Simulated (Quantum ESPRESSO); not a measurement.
# Ag under changes of volume

One of the cells (18.035 Å³/atom); the others are scaled copies at fixed shape and fractional positions:

```
Ag
1.0
     2.88620    0.00000    0.00000
    -1.44310    2.49952    0.00000
     0.00000    0.00000   10.00000
Ag
4
Direct
  0.00000 0.00000 0.50000
  0.00000 0.00000 0.00000
  0.66667 0.33333 0.75000
  0.33333 0.66667 0.25000
```

This isn't the form of Ag at room conditions, which is fcc.

```yaml
Program: Quantum ESPRESSO 7.5
Functional: PBEsol
Potentials_or_basis: GBRV 1.5 PBEsol
Cutoff: 762 eV
Density_cutoff: 6095 eV
k_mesh: 11 × 11 × 3
Occupations: fermi-dirac, width 0.05 eV
Spin: no spin polarisation
```

```csv
volume (Å³/atom),energy over the lowest point (meV/atom),pressure (GPa)
16.953,0.00,-1.8
17.314,5.40,-4.0
17.675,15.38,-5.9
18.035,29.33,-7.5
18.396,?,?
18.757,66.93,-10.1
19.117,89.64,-11.1
```

**Question.** What does the run at 18.396 Å³/atom give?

**Answer.** Energy over the lowest point 46.72 meV/atom; pressure -8.9 GPa.

Worked out: A Birch-Murnaghan fit of order 3 (a polynomial in V^(-2/3)) to the other rows has its minimum at 16.77 Å³/atom, just outside them, with B0 = V·E''(V) = 118 GPa and B' = 5.8 at fixed shape and positions, which overstates the stiffness. It gives 46.67 meV/atom at 18.396 Å³/atom, against the run's 46.72, and -dE/dV = -8.4 GPa, against -8.9.

Energies are extrapolated to zero smearing.
